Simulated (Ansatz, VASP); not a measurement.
**Two plane-wave programs on BeSe**

```
CELL_PARAMETERS angstrom
0.00000 2.53500 2.53500
2.53500 0.00000 2.53500
2.53500 2.53500 0.00000
ATOMIC_POSITIONS crystal
Be 0.00000 0.00000 0.00000
Se 0.75000 0.75000 0.75000
```

Alike in both runs: task single point; functional PBE; k mesh 6 × 6 × 6; occupations gaussian, width 0.1 eV; no spin polarisation.

|  | VASP | Ansatz |
| --- | --- | --- |
| version | VASP 6.6.1 | Ansatz 0.2.0 |
| potentials or method | VASP PAW PBE potentials, release 64 (Be, Se) | scalar-relativistic, plane waves, PAW |
| plane-wave cutoff (eV) | 520 | 420 |
| valence electrons in the cell | 8 | 18 |

|  | VASP | Ansatz | Ansatz less VASP |
| --- | --- | --- | --- |
| gap on the k mesh at the Fermi level (eV) | 2.52 | 2.53 | +0.013 |
| least direct gap on the mesh (eV) | 4.69 | 4.69 | +0.001 |
| pressure (GPa) | 5.6 | 5.4 | -0.23 |

The two sets of potentials don't hold the same shells in valence.

A k mesh can miss the band edges. A hybrid or GW would open this gap; PBE tends to underestimate it.
